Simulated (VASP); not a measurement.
Set up this calculation in VASP 6.6.1, as the native input.

- Task: band structure
- Functional: LDA
- Potentials or basis: VASP PAW LDA potentials, release 64 (K_sv, F)
- Cutoff: 520 eV
- k mesh: 10 × 10 × 10
- Occupations: gaussian, width 0.03 eV
- Spin: no spin polarisation
- Further INCAR settings: ALGO = Normal; EDIFF = 1e-07

The structure of KF (Carobbiite) lies in POSCAR:

```
KF                                      
1.0
   -0.0000000000      2.6549699318      2.6549699318
    2.6549699318      0.0000000000      2.6549699318
    2.6549699318      2.6549699318      0.0000000000
  K               F             
     1     1
Direct
     0.0000000000000000    0.0000000000000000    1.0000000000000000
     0.5000000000000000    0.5000000000000000    0.5000000000000000
```

These files were run (other wordings do the same):

INCAR

```
  PREC = Accurate
  ENCUT = 520
  EDIFF = 1E-7
  ISMEAR = 0
  SIGMA = 0.03
  LREAL = F
  LASPH = T
  NELM = 80
  ALGO = Normal
  ISIF = 2
  LWAVE = F
  LCHARG = F
```

KPOINTS

```
Automatic mesh
0
Gamma
  10 10 10
```

KPOINTS_OPT

```
explicit points
252
Reciprocal
 0.0000000000  0.0000000000  0.0000000000 1
 0.0357142857  0.0000000000  0.0357142857 1
 0.0714285714  0.0000000000  0.0714285714 1
 0.1071428571  0.0000000000  0.1071428571 1
 0.1428571429  0.0000000000  0.1428571429 1
 0.1785714286  0.0000000000  0.1785714286 1
[... 244 lines left out ...]
 0.4894758900  0.0105241100  0.5000000000 1
 0.5105241100 -0.0105241100  0.5000000000 1
```

Potentials or basis: VASP PAW LDA potentials, release 64 (K_sv, F).

Launch:

```console
$ cat potpaw_LDA.64/K_sv/POTCAR potpaw_LDA.64/F/POTCAR > POTCAR
$ mpirun -np 1 vasp_std > vasp.out
```

It gave:

```json
{
  "Pressure": "-2.9 GPa",
  "Band gap on the k mesh": "5.89 eV, direct",
  "Band gap along the path": "5.89 eV, direct"
}
```

Wall time 34 s on 1 thread of Intel(R) Xeon(R) 6975P-C (Granite Rapids), on a shared host, peak memory 0.16 GiB.
